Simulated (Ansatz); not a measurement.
# WSe2: how the settings move a single-point run

How sensitive is a single-point run of WSe2 to its settings? A reference run comes first, then two runs with altered input.

Method: reference: DFT, HSE06, plane waves, PAW, in Ansatz 0.2.0.

**1. The structure to begin with**

The structure is hexagonal, space group P6_3/mmc (No. 194). The conventional cell has a = 3.300 Å, b = 3.300 Å, c = 13.149 Å, α = 90.00°, β = 90.00°, γ = 120.00°. Around W (site symmetry -6m2) lie 6 Se at 2.53 Å. Se (site symmetry 3m) is surrounded by 3 W at 2.53 Å.

As a file:

```cif
data_structure
_symmetry_space_group_name_H-M 'P 1'
_symmetry_Int_Tables_number 1
_cell_length_a 3.2997
_cell_length_b 3.2997
_cell_length_c 13.1485
_cell_angle_alpha 90.000
_cell_angle_beta 90.000
_cell_angle_gamma 120.000
_cell_volume 123.98
loop_
_atom_site_label
_atom_site_type_symbol
_atom_site_fract_x
_atom_site_fract_y
_atom_site_fract_z
_atom_site_occupancy
W1 W 0.66667 0.33333 0.75000 1
W2 W 0.33333 0.66667 0.25000 1
Se1 Se 0.33333 0.66667 0.87666 1
Se2 Se 0.66667 0.33333 0.37666 1
Se3 Se 0.33333 0.66667 0.62334 1
Se4 Se 0.66667 0.33333 0.12334 1
```

**2. Baseline**

The input, input.yaml:

```yaml
crystal:
  lattice:
    - [3.2996683534, 0.0, 0.0]
    - [-1.6498341767, 2.8575966181, 0.0]
    - [0.0, 0.0, 13.1485346418]
  atoms:
    - { symbol: W, position: [0.6666666667, 0.3333333333, 0.75] }
    - { symbol: W, position: [0.3333333333, 0.6666666667, 0.25] }
    - { symbol: Se, position: [0.3333333333, 0.6666666667, 0.8766615397] }
    - { symbol: Se, position: [0.6666666667, 0.3333333333, 0.3766615397] }
    - { symbol: Se, position: [0.3333333333, 0.6666666667, 0.6233384603] }
    - { symbol: Se, position: [0.6666666667, 0.3333333333, 0.1233384603] }
kpoints:
  mp_grid: { grid: [6, 6, 2] }
hamiltonian:
  xc: hse06
scf:
  occupations: { method: fixed }
  n_extra_bands: 5
output:
  forces: true
  stress: true
  eigenvalues: true
  write_density: true
  write_potential: true
  elf: true
  volumetric_format: npy
```

On the command line:

```console
ansatz run input.yaml --threads 4 --pin off --max-ram 5529MiB --backend cpu --events-out ev --progress --plain --runs-dir out
```

Standard output, cut to the lines that bear on the results:

```text
Warning: output.stress: scf.convergence.dr2_threshold = 1e-7 eV (the SCF's general default) is looser than the 6e-10 eV advised for a printed stress (1e-10 eV for each atom of the cell: 6). What an SCF threshold leaves in a stress goes as its square root, and in the free energy as the [...]
Warning: output.stress: scf.exx.energy_threshold = 1e-6 eV is looser than the 6e-8 eV advised for a stress under a hybrid functional (1e-8 eV for each atom of the cell: 6). Every SCF of the exchange loop can meet its threshold on dr2 while the loop round them stops early: no threshold on [...]
Warning: RAYON_NUM_THREADS=4 ignored (pool sized by the plan → 4); use --threads N
scf.n_extra_bands = 5 over 46 filled bands (N_el = 92.0): the run solves 51 bands
[...]
Pseudopotentials: kind: paw
Pseudopotential: W, paw, valence charge 14, recommended cutoff 420 eV (normal), W.paw.azcp
Pseudopotential: Se, paw, valence charge 16, recommended cutoff 420 eV (normal), Se.paw.azcp
Functional definition: HSE06
[...]
davidson cushion auto → on  (no smearing: the cushion is to keep the highest requested band from converging to the state above it; pin scf.eigensolver.cushion to override)
Crystal: 6 atoms, lattice volume = 123.979 Å³
Basis set: ecut = 420 eV, 2479 PW (Γ), exchange–correlation on 48×48×180 points (8 copies of the dense FFT grid, shifted against one another)
Bands: 51, of which v1, the nominal top of the filled ones, is band 46 counted from 1 (45 counted from 0)
Symmetry: 24 space group operations
Space group: P63/mmc (ITA 194), of the structure as read, at distance tolerance 5.0e-5 Å
k-points: 14 of 72
[...]
SCF iter   1: F=—  HF=-42649.234896 eV  |F-HF|=—  |Δ(HF+E_count)|=         —  Δρ=6.10e-3  dr2=4.87e-2  ethr=1.77e-3  ⟨swp⟩=5.4  Hψ=2840  notcnv=0
[...]
SCF 1 stopped early in 5 iterations: F = -42649.238454 eV  dr2 = 4.68e-6
[...]
Frozen-core exchange: fock
[...]
SCF 2 stopped early in 7 iterations: F = -42657.195458 eV  dr2 = 1.65e-6
[...]
hybrid outer 1: dexx = +2.397e-2 eV, tail = 2.08e-4 eV
[...]
Frozen-core exchange: fock
[...]
hybrid outer 2: dexx = +6.227e-6 eV, tail = 7.97e-8 eV, Δε = 1.89e-3 eV (about 6.98e-5 eV left of the loop's levels), ΔF = 8.70e-3 eV/Å (tail 1.36e-3)
[...]
Frozen-core exchange: fock
[...]
SCF iter   2: F=-42657.196054 eV  HF=-42657.196054 eV  |F-HF|=2.04e-10  |Δ(HF+E_count)|=   1.48e-9  Δρ=7.83e-7  dr2=3.62e-10  ethr=2.82e-12 (applied; sched 1.00e-12)  ⟨swp⟩=4.6  Hψ=2640  notcnv=0
[...]
hybrid outer 3: dexx = +8.554e-10 eV, tail = 8.82e-10 eV, Δε = 4.40e-5 eV (about 9.69e-6 eV left of the loop's levels), ΔF = 1.95e-4 eV/Å (tail 6.44e-5)
hybrid SCF converged: 3 outer / 17 inner (+5 warm-up), last move |dexx| = 8.55e-10 eV, tail = 8.82e-10 eV
Stability not checked: this state was not tested for a lower state beside it, because the functional holds exact exchange (a hybrid, or Hartree-Fock), whose exchange loop this test does not read (fock_operator; see scf.lower_state_search)
Free energy (F): -42657.196054 eV
Frozen-core exchange: fock
[...]
E sigma→0 (E₀):  -42657.196054 eV
Fermi energy:    12.263669 eV
[...]
--- Forces (eV/Å), atoms counted from 1 ---
  atom   1  W      0.00000000     0.00000000     0.00000000
  atom   2  W      0.00000000    -0.00000000    -0.00000000
  atom   3  Se    -0.00000000    -0.00000000    -0.24427731
  atom   4  Se     0.00000000     0.00000000    -0.24427731
  atom   5  Se    -0.00000000    -0.00000000     0.24427731
  atom   6  Se     0.00000000     0.00000000     0.24427731
[...]
--- Stress (GPa, compression-positive) ---
       -1.239510       0.000000       0.000000
       -0.000000      -1.239510      -0.000000
        0.000000      -0.000000      -0.180648
  P = ⅓ Tr σ = -0.8866 GPa (-8.866 kbar)
--- Band table (eV; the first three rows and the last of 14) ---
[...]
```

It took 76 s on 4 threads of Arm Neoverse N1, shared host; peak memory 2.6 GiB.

**3. Changing settings: xc pbesol**

input.yaml: that of step 2 with these lines changed.

```diff
@@ -15,3 +15,3 @@
 hamiltonian:
-  xc: hse06
+  xc: pbesol
 scf:
@@ -23,5 +23 @@
   eigenvalues: true
-  write_density: true
-  write_potential: true
-  elf: true
-  volumetric_format: npy
```

On the command line:

```console
ansatz run input.yaml --threads 4 --pin off --max-ram 5529MiB --backend cpu --events-out ev --progress --plain --runs-dir out
```

Standard output:

```text
Warning: RAYON_NUM_THREADS=4 ignored (pool sized by the plan → 4); use --threads N
scf.n_extra_bands = 5 over 46 filled bands (N_el = 92.0): the run solves 51 bands
Engine: ansatz 0.2.0, aarch64-unknown-linux-gnu
Pseudopotentials: kind: paw
Pseudopotential: W, paw, valence charge 14, recommended cutoff 420 eV (normal), W.paw.azcp
Pseudopotential: Se, paw, valence charge 16, recommended cutoff 420 eV (normal), Se.paw.azcp
Functional definition: PBEsol
  exchange = pbesol_x
  correlation = pbesol_c
Crystal: 6 atoms, lattice volume = 123.979 Å³
Basis set: ecut = 420 eV, 2479 PW (Γ), exchange–correlation on 48×48×180 points (8 copies of the dense FFT grid, shifted against one another)
Bands: 51, of which v1, the nominal top of the filled ones, is band 46 counted from 1 (45 counted from 0)
Symmetry: 24 space group operations
Space group: P63/mmc (ITA 194), of the structure as read, at distance tolerance 5.0e-5 Å
k-points: 14 of 72
Non-local potential: W, projectors of the file, l = 0: 3, l = 1: 2, l = 2: 2, l = 3: 1
Non-local potential: Se, projectors of the file, l = 0: 2, l = 1: 2, l = 2: 3, l = 3: 1
PAW form: soft (Blöchl's): semilocal exchange-correlation on the pseudo side does not see the compensation charge
PAW frozen core: W, regenerated for the run's functional, and the local potential with it (the file was generated under x = pbe(κ = 0.804, μ = 0.2195149727645171), c = pbe(β = 0.06672455060314922))
PAW frozen core: Se, regenerated for the run's functional, and the local potential with it (the file was generated under x = pbe(κ = 0.804, μ = 0.2195149727645171), c = pbe(β = 0.06672455060314922))
PAW one-centre angular grid: W, 590 points (default); XC on 64 Gauss nodes
PAW one-centre angular grid: Se, 590 points (default); XC on 64 Gauss nodes
Initial density: superposition of atomic densities (neutral atoms: chi_scale 0, normalization atom), corrected by the library's trained network
Initial wavefunctions: pseudopotential atomic-orbital guess
Functional: x = pbesol(κ = 0.804, μ = 0.12345679012345678), c = pbesol(β = 0.046)
SCF iter   1: F=—  HF=-42213.512507 eV  |F-HF|=—  |Δ(HF+E_count)|=         —  Δρ=4.96e-3  dr2=2.25e-2  ethr=1.77e-3  ⟨swp⟩=4.9  Hψ=2340  notcnv=0  defer=32
preconditioner: auto → Resta (q_TF=auto, 2.596 Å⁻¹)  ε∞=7.6  [insulator: Δε(μ)=1.006 eV  Ē_g=7.797 eV  n_scr=40 (ndim 8)  ℏωp=20.0 eV  f_vac=0.060  ε∞_Penn≈7.6]
SCF iter   2: F=—  HF=-42213.514824 eV  |F-HF|=—  |Δ(HF+E_count)|=   2.32e-3  Δρ=2.68e-3  dr2=3.06e-3  ethr=2.45e-5  ⟨swp⟩=2.4  Hψ=1280  notcnv=0  defer=40
SCF iter   3: F=—  HF=-42213.516564 eV  |F-HF|=—  |Δ(HF+E_count)|=   1.74e-3  Δρ=1.38e-3  dr2=8.92e-4  ethr=3.32e-6  ⟨swp⟩=2.0  Hψ=831  notcnv=0  defer=40
SCF iter   4: F=—  HF=-42213.517289 eV  |F-HF|=—  |Δ(HF+E_count)|=   7.25e-4  Δρ=1.10e-4  dr2=2.98e-5  ethr=9.70e-7  ⟨swp⟩=2.0  Hψ=984  notcnv=0  defer=40
SCF iter   5: F=—  HF=-42213.517289 eV  |F-HF|=—  |Δ(HF+E_count)|=   2.64e-7  Δρ=3.14e-5  dr2=2.31e-6  ethr=3.24e-8  ⟨swp⟩=2.4  Hψ=1163  notcnv=0  defer=12
SCF iter   6: F=—  HF=-42213.517291 eV  |F-HF|=—  |Δ(HF+E_count)|=   2.30e-6  Δρ=1.06e-5  dr2=1.79e-7  ethr=2.52e-9  ⟨swp⟩=2.0  Hψ=1318  notcnv=0  defer=12
SCF iter   7: F=-42213.517291 eV  HF=-42213.517291 eV  |F-HF|=3.85e-8  |Δ(HF+E_count)|=   1.99e-7  Δρ=6.13e-6  dr2=6.81e-8  ethr=1.09e-10  ⟨swp⟩=10.1  Hψ=3366  notcnv=0
SCF 1 converged in 7 iterations: F = -42213.517291 eV  dr2 = 6.81e-8
SCF converged after 7 iterations
Free energy (F): -42213.517291 eV
Harris-Foulkes:  -42213.517291 eV  (|F-HF|=3.85e-8)
Internal energy: -42213.517291 eV  (E = F + TS)
E sigma→0 (E₀):  -42213.517291 eV
Fermi energy:    12.448407 eV
--- Per-component energies (eV) ---
  E_band       = -1728.210184
  E_kinetic    = 1378.224456
  E_local      = -11774.852327  (includes V_loc(G=0)·N_el)
  E_nonlocal   = -2361.915725
  E_hartree    = 5643.794731
  E_xc         = -945.435798
  E_vxc        = -871.886550  (∫ρ·V_xc dr)
  E_paw        = -24344.727938  (= ΣΔE_a)
  E_vpaw       = 614.619675  (= ΣTr[D̂ρ^β])
  E_aug_tail   = -0.002508  (compensation charges beyond the density's cutoff)
  E_ewald      = -9813.079568
  E_core_change = 4.477386  (= ΣΔE_core)
  E_smearing   = -0.000000  (= −TS)
  E_closure    = -0.000000  (closes the sum)
  Σ components = -42213.517291   (vs F -42213.517291, Δ=0.00e0)
--- Forces (eV/Å), atoms counted from 1 ---
  atom   1  W      0.00000000     0.00000000     0.00000000
  atom   2  W      0.00000000    -0.00000000    -0.00000000
  atom   3  Se    -0.00000000    -0.00000000    -0.03429206
  atom   4  Se     0.00000000     0.00000000    -0.03429206
  atom   5  Se    -0.00000000    -0.00000000     0.03429206
  atom   6  Se     0.00000000     0.00000000     0.03429206
  max |Σ_I F_I| component: 1.39e-17 eV/Å
--- Stress (GPa, compression-positive) ---
       -2.049013       0.000000       0.000000
       -0.000000      -2.049013      -0.000000
        0.000000      -0.000000      -0.255643
  P = ⅓ Tr σ = -1.4512 GPa (-14.512 kbar)
--- Band table (eV; the first three rows and the last of 14) ---
  k-point 0: bands = ["-61.7603", "-61.7603", "-35.3975", "-35.3975", "-35.3974", "-35.3974", "-35.3969", "-35.3969", "-35.3968", "-35.3968", "-35.3679", "-35.3679", "-35.3677", "-35.3677", "-35.3667", "-35.3667", "-35.3665", "-35.3665", "-35.3556", "-35.3554", "-35.3534", "-35.3531", "-26.0431", "-26.0431", "-25.9130", "-25.9130", "-25.9130", "-25.9130", "-2.7771", "-2.5737", "-1.5620", "-1.2146", "5.4116", "6.3901", "8.9547", "9.7540", "9.7540", "9.7676", "9.7676", "10.8817", "10.8817", "10.9254", "10.9254", "11.3143", "11.4023", "12.4484", "15.0950", "15.0950", "15.1350", "15.1350", "15.2275"]
  k-point 1: bands = ["-61.7603", "-61.7603", "-35.3974", "-35.3974", "-35.3974", "-35.3974", "-35.3968", "-35.3968", "-35.3968", "-35.3968", "-35.3678", "-35.3678", "-35.3678", "-35.3678", "-35.3666", "-35.3666", "-35.3666", "-35.3666", "-35.3555", "-35.3555", "-35.3532", "-35.3532", "-26.0431", "-26.0431", "-25.9129", "-25.9129", "-25.9129", "-25.9129", "-2.6874", "-2.6874", "-1.3782", "-1.3782", "5.8265", "5.8265", "9.7607", "9.7607", "9.7607", "9.7607", "9.9011", "9.9011", "10.9036", "10.9036", "10.9036", "10.9036", "12.2265", "12.2265", "15.1032", "15.1032", "15.1032", "15.1032", "15.3251"]
  k-point 2: bands = ["-61.7579", "-61.7579", "-35.3972", "-35.3972", "-35.3971", "-35.3970", "-35.3963", "-35.3963", "-35.3958", "-35.3958", "-35.3681", "-35.3681", "-35.3679", "-35.3679", "-35.3673", "-35.3671", "-35.3668", "-35.3666", "-35.3551", "-35.3550", "-35.3528", "-35.3526", "-26.0311", "-26.0311", "-25.9710", "-25.9710", "-25.9264", "-25.9264", "-2.3721", "-2.1728", "-1.3445", "-1.0327", "5.9215", "6.8864", "8.5528", "8.6620", "8.7154", "9.5889", "10.1249", "10.1616", "10.2820", "10.3418", "10.6202", "11.4007", "11.4060", "11.8086", "14.0989", "14.6081", "14.7532", "14.7828", "14.9762"]
  k-point 13: bands = ["-61.7492", "-61.7492", "-35.3957", "-35.3957", "-35.3945", "-35.3945", "-35.3944", "-35.3944", "-35.3942", "-35.3942", "-35.3697", "-35.3697", "-35.3687", "-35.3687", "-35.3678", "-35.3678", "-35.3677", "-35.3677", "-35.3534", "-35.3534", "-35.3508", "-35.3508", "-26.0856", "-26.0856", "-26.0586", "-26.0586", "-25.9889", "-25.9889", "-0.3905", "-0.3905", "-0.2683", "-0.2683", "6.7105", "6.7105", "6.8293", "6.8293", "7.7462", "7.7462", "8.1876", "8.1876", "9.0109", "9.0109", "9.7854", "9.7854", "12.1220", "12.1220", "13.7281", "13.7281", "14.9085", "14.9085", "15.6582"]
```

Run time: 2.2 s. Hardware: 4 threads of Arm Neoverse N1, shared host; peak memory 0.5 GiB.

After a change of functional the difference of the totals has no physical meaning; the pressure goes from -0.9 to -1.5 GPa, the gap on the mesh goes from 1.53 to 1.01 eV and the largest force goes from 0.24 to 0.03 eV/Å. At this fixed cell a lower pressure means that this functional prefers a smaller volume than the reference.

**4. Changed: dispersion d4**

input.yaml: that of step 2 with these lines changed.

```diff
@@ -16,2 +16,3 @@
   xc: hse06
+  dispersion: d4
 scf:
@@ -23,5 +24 @@
   eigenvalues: true
-  write_density: true
-  write_potential: true
-  elf: true
-  volumetric_format: npy
```

On the command line:

```console
ansatz run input.yaml --threads 4 --pin off --max-ram 5529MiB --backend cpu --events-out ev --progress --plain --runs-dir out
```

Standard output, cut to the lines that bear on the results:

```text
Warning: output.stress: scf.convergence.dr2_threshold = 1e-7 eV (the SCF's general default) is looser than the 6e-10 eV advised for a printed stress (1e-10 eV for each atom of the cell: 6). What an SCF threshold leaves in a stress goes as its square root, and in the free energy as the [...]
Warning: output.stress: scf.exx.energy_threshold = 1e-6 eV is looser than the 6e-8 eV advised for a stress under a hybrid functional (1e-8 eV for each atom of the cell: 6). Every SCF of the exchange loop can meet its threshold on dr2 while the loop round them stops early: no threshold on [...]
Warning: RAYON_NUM_THREADS=4 ignored (pool sized by the plan → 4); use --threads N
scf.n_extra_bands = 5 over 46 filled bands (N_el = 92.0): the run solves 51 bands
[...]
Pseudopotentials: kind: paw
Pseudopotential: W, paw, valence charge 14, recommended cutoff 420 eV (normal), W.paw.azcp
Pseudopotential: Se, paw, valence charge 16, recommended cutoff 420 eV (normal), Se.paw.azcp
Functional definition: HSE06
[...]
davidson cushion auto → on  (no smearing: the cushion is to keep the highest requested band from converging to the state above it; pin scf.eigensolver.cushion to override)
[...]
hybrid outer 3: dexx = +8.554e-10 eV, tail = 8.82e-10 eV, Δε = 4.40e-5 eV (about 9.69e-6 eV left of the loop's levels), ΔF = 1.95e-4 eV/Å (tail 6.44e-5)
hybrid SCF converged: 3 outer / 17 inner (+5 warm-up), last move |dexx| = 8.55e-10 eV, tail = 8.82e-10 eV
Stability not checked: this state was not tested for a lower state beside it, because the functional holds exact exchange (a hybrid, or Hartree-Fock), whose exchange loop this test does not read (fock_operator; see scf.lower_state_search)
Free energy (F): -42659.903896 eV
Frozen-core exchange: fock
[...]
E sigma→0 (E₀):  -42659.903896 eV
Fermi energy:    12.263669 eV
[...]
--- Forces (eV/Å), atoms counted from 1 ---
  atom   1  W      0.00000000     0.00000000     0.00000000
  atom   2  W      0.00000000    -0.00000000    -0.00000000
  atom   3  Se    -0.00000000    -0.00000000    -0.23260601
  atom   4  Se     0.00000000     0.00000000    -0.23260601
  atom   5  Se    -0.00000000    -0.00000000     0.23260601
  atom   6  Se    -0.00000000     0.00000000     0.23260601
[...]
--- Stress (GPa, compression-positive) ---
       -4.649712       0.000000       0.000000
       -0.000000      -4.649712      -0.000000
        0.000000      -0.000000      -3.449941
  P = ⅓ Tr σ = -4.2498 GPa (-42.498 kbar)
--- Band table (eV; the first three rows and the last of 14) ---
[...]
```

Run time: 76 s. Hardware: 4 threads of Arm Neoverse N1, shared host; peak memory 2.6 GiB.

The energy moves by -451.3 meV/atom, nearly all of it the dispersion term itself (-451.3 meV/atom); that offset belongs to the model and is no gain or loss of stability; the pressure goes from -0.9 to -4.2 GPa.

**5. All runs together**

| run | ending | energy change | pressure (GPa) | gap (eV) | force (eV/Å) | cycles | time |
| --- | --- | --- | --- | --- | --- | --- | --- |
| reference | converged | 0 | -0.9 | 1.53 | 0.24 | 22 | 76 s |
| 1: xc pbesol | converged | not comparable | -1.5 | 1.01 | 0.03 | 7 | 2.2 s |
| 2: dispersion d4 | converged | -451.3 meV/atom (offset of the dispersion model) | -4.2 | 1.53 | 0.23 | 22 | 76 s |

Times don't compare one to one where runs were asked for different outputs or read a saved state (see the inputs); cycles may leave out searches for a lower state.

Residual by cycle in the longest SCF loop of each run; runs are numbered as in the table. The quantity is the density residual dr2, in eV.

```
cycle  reference    run 1    run 2
    1     4.2e-6   0.0225   4.2e-6
    2     1.2e-6  0.00306   1.2e-6
    3     1.9e-7   8.9e-4   1.9e-7
    4     1.7e-7   3.0e-5   1.7e-7
    5     3.0e-8   2.3e-6   3.0e-8
    6     4.8e-9   1.8e-7   4.8e-9
    7     1.3e-9   6.8e-8   1.3e-9
    8    3.3e-10        -  3.3e-10
```

**Reading.** The pressure spans -4.2 to -0.9 GPa over the reference and the converged variants. The gap spans 1.01 to 1.53 eV over the reference and the converged variants. Of the variants the dearest is «dispersion d4» (76 s), the cheapest «xc pbesol» (2.2 s), on a shared host. The gap of the reference lacks spin-orbit coupling, though the cell holds W.
